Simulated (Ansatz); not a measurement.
# Zn in Cu(111), 2x2: scattering by a point defect, part 3 of 3

Aim: the resistance that Zn in Cu(111), 2x2 adds to the host.

Ansatz 0.2.0; Ansatz plane-wave DFT, PBE, PAW files; ballistic transport by layer matching (Landauer), zero bias; PAW set soft_1 (the session's first sound run).

So far, resistivity per at.% scaled from this dense plane, with the factor 3/4 for isotropic scattering (µΩ cm): step 3 (resistance at ideal sites) 0.376.

## Step 5: Transmission after relaxation, relaxed yes

The transmission is solved again on the relaxed atoms.

This step: Ansatz plane-wave DFT, PBE, PAW files; ballistic transport by layer matching (Landauer), zero bias; PAW set soft_1 (Ansatz 0.2.0).

Input file input.yaml:

```yaml
crystal:
  lattice:
    - [5.1123254594, 0.0, 0.0]
    - [-2.5561627297, 4.4274037203, 0.0]
    - [-1.2780813649, 0.73790062, 22.9580794202]
  atoms:
    - { symbol: Cu, position: [0.0075757576, 0.9924242424, 0.0454545455] }
    - { symbol: Cu, position: [0.0075757576, 0.4924242424, 0.0454545455] }
    - { symbol: Cu, position: [0.5075757576, 0.9924242424, 0.0454545455] }
    - { symbol: Cu, position: [0.5075757576, 0.4924242424, 0.0454545455] }
    - { symbol: Cu, position: [0.1893939394, 0.3106060606, 0.1363636364] }
    - { symbol: Cu, position: [0.1893939394, 0.8106060606, 0.1363636364] }
    - { symbol: Cu, position: [0.6893939394, 0.3106060606, 0.1363636364] }
    - { symbol: Cu, position: [0.6893939394, 0.8106060606, 0.1363636364] }
    - { symbol: Cu, position: [0.3712121212, 0.1287878788, 0.2272727273] }
    - { symbol: Cu, position: [0.3712121212, 0.6287878788, 0.2272727273] }
    - { symbol: Cu, position: [0.8712121212, 0.1287878788, 0.2272727273] }
    - { symbol: Cu, position: [0.8712121212, 0.6287878788, 0.2272727273] }
    - { symbol: Cu, position: [0.053079945, 0.9469995595, 0.3179160566] }
    - { symbol: Cu, position: [0.0529945541, 0.4470054459, 0.3176625523] }
    - { symbol: Cu, position: [0.5530522525, 0.9469477475, 0.3179261584] }
    - { symbol: Cu, position: [0.5530004405, 0.446920055, 0.3179160566] }
    - { symbol: Cu, position: [0.2340440621, 0.2659559379, 0.4084136298] }
    - { symbol: Cu, position: [0.2340813378, 0.7639443537, 0.4084156508] }
    - { symbol: Cu, position: [0.7360556463, 0.2659186622, 0.4084156508] }
    - { symbol: Cu, position: [0.734807998, 0.765192002, 0.4087903935] }
    - { symbol: Zn, position: [0.4166666667, 0.0833333333, 0.5] }
    - { symbol: Cu, position: [0.4166666667, 0.5833333333, 0.5] }
    - { symbol: Cu, position: [0.9166666667, 0.0833333333, 0.5] }
    - { symbol: Cu, position: [0.9166666667, 0.5833333333, 0.5] }
    - { symbol: Cu, position: [0.097277687, 0.9007480045, 0.5915843492] }
    - { symbol: Cu, position: [0.0985253353, 0.4014746647, 0.5912096065] }
    - { symbol: Cu, position: [0.5992892712, 0.9007107288, 0.5915863702] }
    - { symbol: Cu, position: [0.5992519955, 0.402722313, 0.5915843492] }
    - { symbol: Cu, position: [0.2802810808, 0.2197189192, 0.6820738416] }
    - { symbol: Cu, position: [0.2803328928, 0.7197466116, 0.6820839434] }
    - { symbol: Cu, position: [0.7802533884, 0.2196671072, 0.6820839434] }
    - { symbol: Cu, position: [0.7803387793, 0.7196612207, 0.6823374477] }
    - { symbol: Cu, position: [0.4621212121, 0.0378787879, 0.7727272727] }
    - { symbol: Cu, position: [0.4621212121, 0.5378787879, 0.7727272727] }
    - { symbol: Cu, position: [0.9621212121, 0.0378787879, 0.7727272727] }
    - { symbol: Cu, position: [0.9621212121, 0.5378787879, 0.7727272727] }
    - { symbol: Cu, position: [0.1439393939, 0.8560606061, 0.8636363636] }
    - { symbol: Cu, position: [0.1439393939, 0.3560606061, 0.8636363636] }
    - { symbol: Cu, position: [0.6439393939, 0.8560606061, 0.8636363636] }
    - { symbol: Cu, position: [0.6439393939, 0.3560606061, 0.8636363636] }
    - { symbol: Cu, position: [0.3257575758, 0.1742424242, 0.9545454545] }
    - { symbol: Cu, position: [0.3257575758, 0.6742424242, 0.9545454545] }
    - { symbol: Cu, position: [0.8257575758, 0.1742424242, 0.9545454545] }
    - { symbol: Cu, position: [0.8257575758, 0.6742424242, 0.9545454545] }
kpoints:
  mp_grid: { grid: [5, 5, 1] }
hamiltonian:
  xc: pbe
  pseudopotentials: { kind: paw, azcp: { folder: soft_1 } }
scf:
  occupations: { method: fermi_dirac, width: 0.1 }
output:
  transmission:
    leads: [[0, 4]]
    kmesh: [10, 10]
    e_range: [-0.05, 0.05]
    de: 0.05
  write_potential: true
  write_density: true
  volumetric_format: npy
```

On the command line:

```console
$ ansatz run input.yaml --threads 4 --pin off --max-ram 15360MiB --backend cpu --events-out ev --progress --plain --runs-dir out
```

Numbers of over 12 decimals in the logs are rounded to 6 here.

What it wrote:

```text
[...]
Crystal: 44 atoms, lattice volume = 519.641 Å³
Basis set: ecut = 420 eV, 10219 PW (Γ)
Bands: 498, of which v1, the nominal top of the filled ones, is band 415 counted from 1 (414 counted from 0)
Symmetry: 4 space group operations
[...]
k-points: 9 of 25
[...]
SCF iter   1: F=—  HF=-288249.732063 eV  |F-HF|=—  |Δ(HF+E_count)|=         —  Δρ=2.96e-1  dr2=9.19e2  ethr=3.10e-3  ⟨swp⟩=5.2  Hψ=16023  notcnv=0  defer=52
[...]
SCF iter  17: F=-288202.228462 eV  HF=-288202.228462 eV  |F-HF|=9.84e-9  |Δ(HF+E_count)|=   1.81e-8  Δρ=1.61e-6  dr2=1.95e-8  ethr=1.21e-11  ⟨swp⟩=6.9  Hψ=16727  notcnv=0
SCF 1 converged in 17 iterations: F = -288202.228462 eV  dr2 = 1.95e-8
[...]
transmission: 104 of 1023 steps passed
transmission: 208 of 1023 steps passed
[...]
transmission: 1023 of 1023 steps passed
SCF converged after 17 iterations
Free energy (F): -288202.228462 eV
[...]
Internal energy: -288201.723307 eV  (E = F + TS)
E sigma→0 (E₀):  -288201.975884 eV
Entropy (-TS):   -0.505155 eV (-11.481 meV/atom)
Fermi energy:    16.279332 eV
[...]
--- Band table (eV; the first three rows and the last of 9) ---
  k-point 0: bands = [... 411 lower, 16.4430, 16.4619, 16.7391, 16.7886, 16.8346, 16.8469, 17.0489, 17.0796, ... 79 higher]
  k-point 1: bands = [... 411 lower, 15.9646, 16.0499, 16.1217, 16.2132, 16.2296, 16.2717, 16.3939, 16.5352, ... 79 higher]
  k-point 2: bands = [... 411 lower, 16.0414, 16.0789, 16.1552, 16.2227, 16.3264, 16.5924, 16.6310, 16.6828, ... 79 higher]
  k-point 8: bands = [... 411 lower, 16.0654, 16.0760, 16.1149, 16.1243, 16.3393, 16.3459, 16.4879, 16.4964, ... 79 higher]
--- Transmission ---
  basis      : 199 plane waves across, 33 finite elements along
  points     : 31, standing for a mesh of 10 x 10
[...]
channels       : 3.210000e0 a spin
[...]
junction   : crystal 0 to crystal 0, 0.70 to 21.57 Å
    transmission   : 3.097373e0 a spin
[...]
```

Elapsed: 4.5 min, on 4 threads of Intel Xeon Platinum 8259CL at 2.50GHz (Skylake/Cascade Lake), shared host; peak memory 5.1 GiB; 17 min of CPU time.

This step gave:

| Property | Result |
| --- | --- |
| transmission per spin nearest the Fermi level | 3.097 |
| open channels per spin nearest the Fermi level | 3.21 |
| step of the lead's potential | 1.7 meV |

Per spin. Table of transmission, zone mean by energy, zero at the Fermi level:

```
energy (eV)  transmission, zone mean
    -0.0500                     3.07
     0.0000                     3.10
     0.0500                     3.11
```

Transmission over k1 and k2. At 0.0000 eV from the Fermi level.

Ten even steps from '_' (2.53) to '@' (3.82):
```
--@@------@@--------
----@@----@@--------
------@@__%%--------
------__::::__------
@@@@@@%%::..::%%@@@@
--------__::::__----
----------%%__@@----
----------@@----@@--
----------@@------@@
@@--------@@--------
```
Columns: k1 (b1) from -0.5 to 0.4; rows upwards: k2 (b2) from -0.5 to 0.4.

Over the solved energies the transmission per spin lies between 3.07 and 3.11, out of 3.21 channels of the lead on average (up to 3.21).

## Step 6: Resistance after relaxation

This step: Ansatz plane-wave DFT, PBE, PAW files; ballistic transport by layer matching (Landauer), zero bias; area resistance of the defect plane and resistivity an atomic per cent; PAW set soft_1 (Ansatz 0.2.0).

This step gave:

```
area resistance                                                                                 : 0.03473 fΩ m²
T over the leads' mean channel count                                                            : 0.9632
resistivity per at.% scaled from this dense plane, with the factor 3/4 for isotropic scattering : 0.4993 µΩ cm
```

Averaged over the energies near the Fermi level, 96.3 % of the channels pass, which makes 0.0347 fΩ m², against 0.0261 on ideal sites.

## Step 7: What came out

| Property | Result |
| --- | --- |
| share of channels that pass, rigid | 0.973 |
| area resistance, rigid | 0.0261 fΩ m² |
| resistivity per at.% from the area resistance, times 3/4, rigid | 0.376 µΩ cm |
| share of channels that pass, relaxed | 0.963 |
| area resistance, relaxed | 0.0347 fΩ m² |
| resistivity per at.% from the area resistance, times 3/4, relaxed | 0.499 µΩ cm |

The plane of defects adds 0.035 fΩ m². Scaled to one atomic per cent that is 0.67 µΩ cm as it stands and 0.50 with the factor 3/4 for isotropic scattering on a spherical Fermi surface. These are rough estimates of the dilute value, not bounds. One Zn in each 2x2 cell reflects 3.7 % of the lead's channels. The relaxed cell differs by 33 % in resistance; between the two runs the lead's own channel count goes from 3.15 to 3.21, so sampling may have a part in it. The defects form a dense periodic sheet that scatters coherently, unlike a dilute random alloy. T and N are means over the solved energies nearest the Fermi level.

[Logs are printed without paths, hosts, clocks, repeated set-up lines and the standing remarks that a program may print on its own settings, such as how far it seeks lower states.]

[Hosts, paths, dates, database ids (printed as entryN), source tags and the programs' standing remarks are cut or masked in the printed files.]
